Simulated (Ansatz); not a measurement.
**Transmission past a defect: zigzag graphene nanoribbon (N = 4, H edges), N in place of one C**

What does the defect do to the conductance?

Program: Ansatz 0.2.0. Level of theory: DFT PBE, plane waves, PAW; relaxation of a wire's period, in the first sound run; inputs show where later runs differ. Results are calculated unless marked as measured.

Most raw output is cut from this account.

## 1. The starting structure

The cell holds 10 atoms: 2 H and 8 C. Cell: a = 16.240 Å, b = 7.000 Å, c = 2.460 Å, α = 90.0°, β = 90.0°, γ = 90.0°. Vacuum lies along a and b. The structure's axis is c.

## 2. Relaxation of atoms and period

Band widths follow the bond lengths, so the wire is relaxed first. The atoms and the third cell vector are free; the box across stays fixed as vacuum. Moments are seeded so that a magnetic state can form if it lies lower. A Fermi-Dirac smearing is set since the result may be a metal. The pressure printed is a third of the stress's trace over the whole box, vacuum included; only the stress along the axis is relaxed.

The input, input.yaml:

```yaml
crystal:
  lattice:
    - [16.24, 0.0, 0.0]
    - [0.0, 7.0, 0.0]
    - [0.0, 0.0, 2.4595121467]
  atoms:
    - { symbol: H, position: [0.215517241, 0.5, 0.0] }
    - { symbol: C, position: [0.281403941, 0.5, 0.0], spin: 0.5 }
    - { symbol: C, position: [0.456280788, 0.5, 0.0] }
    - { symbol: C, position: [0.543719212, 0.5, 0.0] }
    - { symbol: C, position: [0.718596059, 0.5, 0.0], spin: -0.5 }
    - { symbol: H, position: [0.784482759, 0.5, 0.0] }
    - { symbol: C, position: [0.325123153, 0.5, 0.5] }
    - { symbol: C, position: [0.412561576, 0.5, 0.5] }
    - { symbol: C, position: [0.587438424, 0.5, 0.5] }
    - { symbol: C, position: [0.674876847, 0.5, 0.5] }
magnetization:
  spin_polarized: true
kpoints:
  mp_grid: { grid: [1, 1, 33] }
scf:
  occupations: { method: fermi_dirac, width: 0.05 }
hamiltonian:
  xc: pbe
relax:
  cell: { fix: [a, b, alpha, beta, gamma] }
  max_steps: 60
```

Run with:

```bash
$ ansatz run input.yaml --threads 4 --pin off --max-ram 16384MiB --backend cpu --events-out ev --progress --plain --runs-dir out
```

The job ended after 50 s (4 threads of Arm Neoverse V1, shared host; peak memory 0.68 GiB).

The steps of the relaxation:

| step | energy less that of the first step (eV) | largest force component (eV/Å) | pressure (GPa) | volume (Å³) |
| --- | --- | --- | --- | --- |
| 1 | 0.0000 | 1.6369 | 0.54 | 279.60 |
| 2 | -0.0490 | 0.7862 | 0.17 | 279.98 |
| 3 | -0.0621 | 0.0385 | 0.11 | 279.81 |
| 4 | -0.0620 | 0.0066 | 0.00 | 280.05 |
| 5 | -0.0621 | 0.0026 | 0.04 | 279.99 |
| 6* | -0.0624 | 0.0027 | 0.04 | 279.99 |

Relaxation steps marked * repeat the geometry before them on a plane-wave basis chosen anew for their cell, so energy and pressure can jump there.

The run keeps the 4 symmetry operations that it works with, so distortions that break them were not tested.

| cell as run | before | after | change |
| --- | --- | --- | --- |
| c (Å) | 2.460 | 2.463 | +0.1 % |

The atoms that moved most (Å, along periodic axes as changes of fractional coordinates times the final cell, across vacuum about the mean position):

| atom | dx | dy | dz | length |
| --- | --- | --- | --- | --- |
| C10 | 0.028 | 0.000 | 0.000 | 0.028 |
| C7 | -0.028 | 0.000 | 0.000 | 0.028 |
| H6 | 0.021 | 0.000 | 0.000 | 0.021 |
| H1 | -0.021 | 0.000 | 0.000 | 0.021 |
| C3 | -0.008 | 0.000 | 0.000 | 0.008 |
| C4 | 0.008 | 0.000 | 0.000 | 0.008 |

The relaxed structure:

```cif
data_structure
_symmetry_space_group_name_H-M 'P 1'
_symmetry_Int_Tables_number 1
_cell_length_a 16.2400
_cell_length_b 7.0000
_cell_length_c 2.4630
_cell_angle_alpha 90.000
_cell_angle_beta 90.000
_cell_angle_gamma 90.000
_cell_volume 279.99
loop_
_atom_site_label
_atom_site_type_symbol
_atom_site_fract_x
_atom_site_fract_y
_atom_site_fract_z
_atom_site_occupancy
H1 H 0.21420 0.50000 0.00000 1
C2 C 0.28145 0.50000 0.00000 1
C3 C 0.45580 0.50000 0.00000 1
C4 C 0.54420 0.50000 0.00000 1
C5 C 0.71855 0.50000 0.00000 1
H6 H 0.78580 0.50000 0.00000 1
C7 C 0.32339 0.50000 0.50000 1
C8 C 0.41236 0.50000 0.50000 1
C9 C 0.58764 0.50000 0.50000 1
C10 C 0.67661 0.50000 0.50000 1
```

This step gave:

```yaml
energy_at_zero_smearing: -2038.8737 eV
absolute_moment: 0.7516 μB
cell_length_along_the_wire: 2.463 Å
```

The cell's length comes to 2.463 Å with an absolute moment of 0.75 μB a cell.

## 3. The wire at its relaxed period

This step: DFT PBE, plane waves, PAW; channels and complex bands of a perfect wire (Ansatz 0.2.0).

At the relaxed period the Bloch states of the perfect wire are found at each energy: those that move forward count the open channels, and those that decay describe how a disturbance dies away inside the wire itself. An energy step of 0.035 eV is under the 0.039 eV that the program asks for its thermal average at 300 K.

The input, input.yaml:

```yaml
crystal:
  lattice:
    - [16.24, 0.0, 0.0]
    - [0.0, 7.0, 0.0]
    - [0.0, 0.0, 2.4629816094]
  atoms:
    - { symbol: H, position: [0.21419795, 0.5, 0.0] }
    - { symbol: C, position: [0.281445858, 0.5, 0.0], spin: 0.16 }
    - { symbol: C, position: [0.455799875, 0.5, 0.0] }
    - { symbol: C, position: [0.544200069, 0.5, 0.0] }
    - { symbol: C, position: [0.718554169, 0.5, 0.0], spin: -0.16 }
    - { symbol: H, position: [0.785802105, 0.5, 0.0] }
    - { symbol: C, position: [0.323388452, 0.5, 0.5], spin: -0.07 }
    - { symbol: C, position: [0.412357155, 0.5, 0.5], spin: 0.08 }
    - { symbol: C, position: [0.587642812, 0.5, 0.5], spin: -0.08 }
    - { symbol: C, position: [0.676611555, 0.5, 0.5], spin: 0.07 }
magnetization:
  spin_polarized: true
kpoints:
  mp_grid: { grid: [1, 1, 33] }
scf:
  occupations: { method: fermi_dirac, width: 0.05 }
hamiltonian:
  xc: pbe
output:
  transmission:
    e_range: [-1.26, 1.26]
    de: 0.035
    kmesh: [1, 1]
    reduced_basis: true
    leads: [[0, 0]]
basis:
  ecutwfc: "350 eV"
```

Wall time 33 min (4 threads); peak memory 5.3 GiB.

Numbers from this step:

```yaml
energy_at_zero_smearing: -2038.6441 eV
absolute_moment: 0.7505 μB
channels_at_the_energy_nearest_the_fermi_level_spin_up: 0
channels_at_the_energy_nearest_the_fermi_level_spin_down: 0
conductance_of_the_lead_as_this_run_defines_it: 1.14e-4 G₀
slowest_decay_in_the_lead_at_the_energy_nearest_the_fermi_level: 0.0704 Å⁻¹
```

Open channels of the lead against energy, zero at the Fermi level:

| energy (eV) | spin up | spin down |
| --- | --- | --- |
| -1.26 | 1 | 1 |
| -1.19 | 1 | 1 |
| -1.12 | 1 | 1 |
| -1.05 | 1 | 1 |
| -0.98 | 1 | 1 |
| -0.91 | 1 | 1 |
| -0.84 | 1 | 1 |
| -0.77 | 1 | 1 |
| -0.70 | 1 | 1 |
| -0.63 | 1 | 1 |
| -0.59 | 1 | 1 |
| -0.53 | 1 | 1 |
| -0.46 | 1 | 1 |
| -0.39 | 2 | 2 |
| -0.32 | 2 | 2 |
| -0.24 | 0 | 0 |
| -0.17 | 0 | 0 |
| -0.10 | 0 | 0 |
| -0.04 | 0 | 0 |
| 0.00 | 0 | 0 |
| 0.04 | 0 | 0 |
| 0.10 | 0 | 0 |
| 0.17 | 0 | 0 |
| 0.24 | 0 | 0 |
| 0.32 | 1 | 1 |
| 0.39 | 1 | 1 |
| 0.46 | 1 | 1 |
| 0.53 | 1 | 1 |
| 0.59 | 1 | 1 |
| 0.63 | 1 | 1 |
| 0.70 | 1 | 1 |
| 0.77 | 1 | 1 |
| 0.84 | 1 | 1 |
| 0.91 | 1 | 1 |
| 0.98 | 1 | 1 |
| 1.05 | 1 | 1 |
| 1.12 | 1 | 1 |
| 1.19 | 1 | 1 |
| 1.26 | 1 | 1 |

Spin up; the slowest values at each energy, most degenerate partners merged, listed up to 1.5 1/Å. Im kz of the slowest decaying states against energy, zero at the Fermi level:

| energy (eV) | decay 1 (Å⁻¹) | decay 2 (Å⁻¹) | decay 3 (Å⁻¹) | decay 4 (Å⁻¹) |
| --- | --- | --- | --- | --- |
| -1.26 | 0.130 | 0.161 | 0.383 | 0.433 |
| -1.16 | 0.135 | 0.162 | 0.390 | 0.437 |
| -1.05 | 0.139 | 0.161 | 0.396 | 0.440 |
| -0.94 | 0.140 | 0.158 | 0.401 | 0.443 |
| -0.84 | 0.139 | 0.153 | 0.407 | 0.447 |
| -0.77 | 0.138 | 0.149 | 0.410 | 0.449 |
| -0.67 | 0.133 | 0.138 | 0.415 | 0.451 |
| -0.56 | 0.120 | 0.125 | 0.420 | 0.454 |
| -0.46 | 0.0748 | 0.113 | 0.424 | 0.457 |
| -0.35 | 0.117 | 0.428 | 0.459 | 0.476 |
| -0.24 | 0.0256 | 0.130 | 0.432 | 0.461 |
| -0.14 | 0.0587 | 0.134 | 0.436 | 0.463 |
| -0.04 | 0.0691 | 0.134 | 0.440 | 0.465 |
| 0.00 | 0.0704 | 0.132 | 0.441 | 0.466 |
| 0.04 | 0.0708 | 0.130 | 0.442 | 0.466 |
| 0.14 | 0.0662 | 0.119 | 0.445 | 0.468 |
| 0.24 | 0.0438 | 0.0863 | 0.448 | 0.469 |
| 0.35 | 0.0886 | 0.110 | 0.451 | 0.471 |
| 0.46 | 0.111 | 0.134 | 0.453 | 0.472 |
| 0.56 | 0.122 | 0.145 | 0.456 | 0.473 |
| 0.67 | 0.129 | 0.151 | 0.458 | 0.474 |
| 0.77 | 0.132 | 0.155 | 0.460 | 0.474 |
| 0.84 | 0.133 | 0.156 | 0.461 | 0.474 |
| 0.94 | 0.133 | 0.156 | 0.463 | 0.475 |
| 1.05 | 0.130 | 0.155 | 0.464 | 0.475 |
| 1.16 | 0.126 | 0.152 | 0.466 | 0.475 |
| 1.26 | 0.120 | 0.147 | 0.467 | 0.474 |

Spin down; the slowest values at each energy, most degenerate partners merged, listed up to 1.5 1/Å. The Im kz of the slowest decaying states by energy, zero at the Fermi level:

| energy (eV) | decay 1 (Å⁻¹) | decay 2 (Å⁻¹) | decay 3 (Å⁻¹) | decay 4 (Å⁻¹) |
| --- | --- | --- | --- | --- |
| -1.26 | 0.130 | 0.161 | 0.383 | 0.433 |
| -1.16 | 0.135 | 0.162 | 0.390 | 0.437 |
| -1.05 | 0.139 | 0.161 | 0.396 | 0.440 |
| -0.94 | 0.140 | 0.158 | 0.401 | 0.443 |
| -0.84 | 0.139 | 0.153 | 0.407 | 0.447 |
| -0.77 | 0.138 | 0.149 | 0.410 | 0.449 |
| -0.67 | 0.133 | 0.138 | 0.415 | 0.451 |
| -0.56 | 0.120 | 0.125 | 0.420 | 0.454 |
| -0.46 | 0.0748 | 0.113 | 0.424 | 0.457 |
| -0.35 | 0.117 | 0.428 | 0.459 | 0.476 |
| -0.24 | 0.0256 | 0.130 | 0.432 | 0.461 |
| -0.14 | 0.0587 | 0.134 | 0.436 | 0.463 |
| -0.04 | 0.0691 | 0.134 | 0.440 | 0.465 |
| 0.00 | 0.0704 | 0.132 | 0.441 | 0.466 |
| 0.04 | 0.0708 | 0.130 | 0.442 | 0.466 |
| 0.14 | 0.0662 | 0.119 | 0.445 | 0.468 |
| 0.24 | 0.0438 | 0.0863 | 0.448 | 0.469 |
| 0.35 | 0.0886 | 0.110 | 0.451 | 0.471 |
| 0.46 | 0.111 | 0.134 | 0.453 | 0.472 |
| 0.56 | 0.122 | 0.145 | 0.456 | 0.473 |
| 0.67 | 0.129 | 0.151 | 0.458 | 0.474 |
| 0.77 | 0.132 | 0.155 | 0.460 | 0.474 |
| 0.84 | 0.133 | 0.156 | 0.461 | 0.474 |
| 0.94 | 0.133 | 0.156 | 0.463 | 0.475 |
| 1.05 | 0.130 | 0.155 | 0.464 | 0.475 |
| 1.16 | 0.126 | 0.152 | 0.466 | 0.475 |
| 1.26 | 0.120 | 0.147 | 0.467 | 0.474 |

By hand: the program gives 7.7957 × 10^9 S/m² over the cell's cross-section of 113.68 Å² = 1.137 × 10^-18 m², so one cell conducts 8.862 × 10^-9 S. Divided by G0 = 2e²/h = 7.748 × 10^-5 S this is 1.1e-4 G0, a resistance of 1.1e5 kΩ.

At the computed energy nearest the Fermi level there are 0 spin-up and 0 spin-down channels, and the thermal average gives 1.1e-4 G₀.

## 4. Relaxation of the scattering region

This step: DFT PBE, plane waves, PAW; relaxation of a junction in a wire, ends held (Ansatz 0.2.0).

System of this step: zigzag graphene nanoribbon (N = 4, H edges), N in place of one C. The cell holds 90 atoms: 18 H, 71 C and 1 N. Its edges and angles: a = 16.240 Å, b = 7.000 Å, c = 22.167 Å, α = 90.0°, β = 90.0°, γ = 90.0°. Regions: held atoms, 60 atoms (12 H and 48 C); free atoms, 30 atoms (6 H, 23 C and 1 N). Vacuum lies along a and b. The structure's axis is c.

30 atoms at the defect are free to relax, while 60 stay where the perfect wire has them, so that the ends still repeat as a lead. The cutoff is set under the files' recommended one to save time.

The input, input.yaml:

```yaml
crystal:
  lattice:
    - [16.24, 0.0, 0.0]
    - [0.0, 7.0, 0.0]
    - [0.0, 0.0, 22.1668344848]
  atoms:
    - { symbol: H, position: [0.21419795, 0.5, 0.0] }
    - { symbol: C, position: [0.281445858, 0.5, 0.0], spin: 0.16 }
    - { symbol: C, position: [0.455799875, 0.5, 0.0] }
    - { symbol: C, position: [0.544200069, 0.5, 0.0] }
    - { symbol: C, position: [0.718554169, 0.5, 0.0], spin: -0.16 }
    - { symbol: H, position: [0.785802105, 0.5, 0.0] }
    - { symbol: C, position: [0.323388452, 0.5, 0.055555556], spin: -0.07 }
    - { symbol: C, position: [0.412357155, 0.5, 0.055555556], spin: 0.08 }
    - { symbol: C, position: [0.587642812, 0.5, 0.055555556], spin: -0.08 }
    - { symbol: C, position: [0.676611555, 0.5, 0.055555556], spin: 0.07 }
    - { symbol: H, position: [0.21419795, 0.5, 0.111111111] }
    - { symbol: C, position: [0.281445858, 0.5, 0.111111111], spin: 0.16 }
    - { symbol: C, position: [0.455799875, 0.5, 0.111111111] }
    - { symbol: C, position: [0.544200069, 0.5, 0.111111111] }
    - { symbol: C, position: [0.718554169, 0.5, 0.111111111], spin: -0.16 }
    - { symbol: H, position: [0.785802105, 0.5, 0.111111111] }
    - { symbol: C, position: [0.323388452, 0.5, 0.166666667], spin: -0.07 }
    - { symbol: C, position: [0.412357155, 0.5, 0.166666667], spin: 0.08 }
    - { symbol: C, position: [0.587642812, 0.5, 0.166666667], spin: -0.08 }
    - { symbol: C, position: [0.676611555, 0.5, 0.166666667], spin: 0.07 }
    - { symbol: H, position: [0.21419795, 0.5, 0.222222222] }
    - { symbol: C, position: [0.281445858, 0.5, 0.222222222], spin: 0.16 }
    - { symbol: C, position: [0.455799875, 0.5, 0.222222222] }
    - { symbol: C, position: [0.544200069, 0.5, 0.222222222] }
    - { symbol: C, position: [0.718554169, 0.5, 0.222222222], spin: -0.16 }
    - { symbol: H, position: [0.785802105, 0.5, 0.222222222] }
    - { symbol: C, position: [0.323388452, 0.5, 0.277777778], spin: -0.07 }
    - { symbol: C, position: [0.412357155, 0.5, 0.277777778], spin: 0.08 }
    - { symbol: C, position: [0.587642812, 0.5, 0.277777778], spin: -0.08 }
    - { symbol: C, position: [0.676611555, 0.5, 0.277777778], spin: 0.07 }
    - { symbol: H, position: [0.21419795, 0.5, 0.333333333] }
    - { symbol: C, position: [0.281445858, 0.5, 0.333333333], spin: 0.16 }
    - { symbol: C, position: [0.455799875, 0.5, 0.333333333] }
    - { symbol: C, position: [0.544200069, 0.5, 0.333333333] }
    - { symbol: C, position: [0.718554169, 0.5, 0.333333333], spin: -0.16 }
    - { symbol: H, position: [0.785802105, 0.5, 0.333333333] }
    - { symbol: C, position: [0.323388452, 0.5, 0.388888889], spin: -0.07 }
    - { symbol: C, position: [0.412357155, 0.5, 0.388888889], spin: 0.08 }
    - { symbol: C, position: [0.587642812, 0.5, 0.388888889], spin: -0.08 }
    - { symbol: C, position: [0.676611555, 0.5, 0.388888889], spin: 0.07 }
    - { symbol: H, position: [0.21419795, 0.5, 0.444444444] }
    - { symbol: C, position: [0.281445858, 0.5, 0.444444444], spin: 0.16 }
    - { symbol: "N", position: [0.455799875, 0.5, 0.444444444], spin: 0.3 }
    - { symbol: C, position: [0.544200069, 0.5, 0.444444444] }
    - { symbol: C, position: [0.718554169, 0.5, 0.444444444], spin: -0.16 }
    - { symbol: H, position: [0.785802105, 0.5, 0.444444444] }
    - { symbol: C, position: [0.323388452, 0.5, 0.5], spin: -0.07 }
    - { symbol: C, position: [0.412357155, 0.5, 0.5], spin: 0.08 }
    - { symbol: C, position: [0.587642812, 0.5, 0.5], spin: -0.08 }
    - { symbol: C, position: [0.676611555, 0.5, 0.5], spin: 0.07 }
    - { symbol: H, position: [0.21419795, 0.5, 0.555555556] }
    - { symbol: C, position: [0.281445858, 0.5, 0.555555556], spin: 0.16 }
    - { symbol: C, position: [0.455799875, 0.5, 0.555555556] }
    - { symbol: C, position: [0.544200069, 0.5, 0.555555556] }
    - { symbol: C, position: [0.718554169, 0.5, 0.555555556], spin: -0.16 }
    - { symbol: H, position: [0.785802105, 0.5, 0.555555556] }
    - { symbol: C, position: [0.323388452, 0.5, 0.611111111], spin: -0.07 }
    - { symbol: C, position: [0.412357155, 0.5, 0.611111111], spin: 0.08 }
    - { symbol: C, position: [0.587642812, 0.5, 0.611111111], spin: -0.08 }
    - { symbol: C, position: [0.676611555, 0.5, 0.611111111], spin: 0.07 }
    - { symbol: H, position: [0.21419795, 0.5, 0.666666667] }
    - { symbol: C, position: [0.281445858, 0.5, 0.666666667], spin: 0.16 }
    - { symbol: C, position: [0.455799875, 0.5, 0.666666667] }
    - { symbol: C, position: [0.544200069, 0.5, 0.666666667] }
    - { symbol: C, position: [0.718554169, 0.5, 0.666666667], spin: -0.16 }
    - { symbol: H, position: [0.785802105, 0.5, 0.666666667] }
    - { symbol: C, position: [0.323388452, 0.5, 0.722222222], spin: -0.07 }
    - { symbol: C, position: [0.412357155, 0.5, 0.722222222], spin: 0.08 }
    - { symbol: C, position: [0.587642812, 0.5, 0.722222222], spin: -0.08 }
    - { symbol: C, position: [0.676611555, 0.5, 0.722222222], spin: 0.07 }
    - { symbol: H, position: [0.21419795, 0.5, 0.777777778] }
    - { symbol: C, position: [0.281445858, 0.5, 0.777777778], spin: 0.16 }
    - { symbol: C, position: [0.455799875, 0.5, 0.777777778] }
    - { symbol: C, position: [0.544200069, 0.5, 0.777777778] }
    - { symbol: C, position: [0.718554169, 0.5, 0.777777778], spin: -0.16 }
    - { symbol: H, position: [0.785802105, 0.5, 0.777777778] }
    - { symbol: C, position: [0.323388452, 0.5, 0.833333333], spin: -0.07 }
    - { symbol: C, position: [0.412357155, 0.5, 0.833333333], spin: 0.08 }
    - { symbol: C, position: [0.587642812, 0.5, 0.833333333], spin: -0.08 }
    - { symbol: C, position: [0.676611555, 0.5, 0.833333333], spin: 0.07 }
    - { symbol: H, position: [0.21419795, 0.5, 0.888888889] }
    - { symbol: C, position: [0.281445858, 0.5, 0.888888889], spin: 0.16 }
    - { symbol: C, position: [0.455799875, 0.5, 0.888888889] }
    - { symbol: C, position: [0.544200069, 0.5, 0.888888889] }
    - { symbol: C, position: [0.718554169, 0.5, 0.888888889], spin: -0.16 }
    - { symbol: H, position: [0.785802105, 0.5, 0.888888889] }
    - { symbol: C, position: [0.323388452, 0.5, 0.944444444], spin: -0.07 }
    - { symbol: C, position: [0.412357155, 0.5, 0.944444444], spin: 0.08 }
    - { symbol: C, position: [0.587642812, 0.5, 0.944444444], spin: -0.08 }
    - { symbol: C, position: [0.676611555, 0.5, 0.944444444], spin: 0.07 }
magnetization:
  spin_polarized: true
kpoints:
  mp_grid: { grid: [1, 1, 2] }
scf:
  occupations: { method: fermi_dirac, width: 0.1 }
hamiltonian:
  xc: pbe
relax:
  constraints:
    - { sites: [0, 1, 2, 3, 4, 5, 6, 7, 8, 9, 10, 11, 12, 13, 14, 15, 16, 17, 18, 19, 20, 21, 22, 23, 24, 25, 26, 27, 28, 29, 60, 61, 62, 63, 64, 65, 66, 67, 68, 69, 70, 71, 72, 73, 74, 75, 76, 77, 78, 79, 80, 81, 82, 83, 84, 85, 86, 87, 88, 89] }
  f_tol: 0.06
  max_steps: 35
basis:
  ecutwfc: "350 eV"
```

Wall time 3.9 min (4 threads); peak memory 7.2 GiB.

Relaxation path:

| step | energy less that of the first step (eV) | largest force component (eV/Å) |
| --- | --- | --- |
| 1 | 0.0000 | 0.5172 |
| 2 | -0.0315 | 0.1994 |
| 3 | -0.0375 | 0.0133 |

The atoms that moved most (Å):

| atom | dx | dy | dz | length |
| --- | --- | --- | --- | --- |
| H51 | 0.020 | 0.000 | -0.025 | 0.032 |
| H31 | 0.019 | 0.000 | 0.026 | 0.032 |
| C52 | 0.020 | 0.000 | -0.008 | 0.022 |
| C32 | 0.019 | 0.000 | 0.008 | 0.021 |
| H56 | -0.012 | 0.000 | -0.017 | 0.020 |
| H36 | -0.012 | 0.000 | 0.016 | 0.020 |
| C47 | 0.018 | 0.000 | -0.008 | 0.020 |
| C37 | 0.018 | 0.000 | 0.007 | 0.019 |

This step gave:

| Property | Result |
| --- | --- |
| energy at zero smearing | -18480.0970 eV |
| total moment | -0.1545 μB |
| absolute moment | 4.270 μB |

The largest force component on a free atom ends at 0.013 eV/Å, under the limit of 0.06. N ends nearest to C at 1.40 Å, C at 1.40 Å and C at 1.42 Å.

(Continued in part 2 of 2.)

[Logs are printed without paths, hosts, clocks, repeated set-up lines and the standing remarks that a program may print on its own settings, such as how far it seeks lower states.]

[Hosts, paths, dates, database ids (printed as entryN), source tags and the programs' standing remarks are cut or masked in the printed files.]
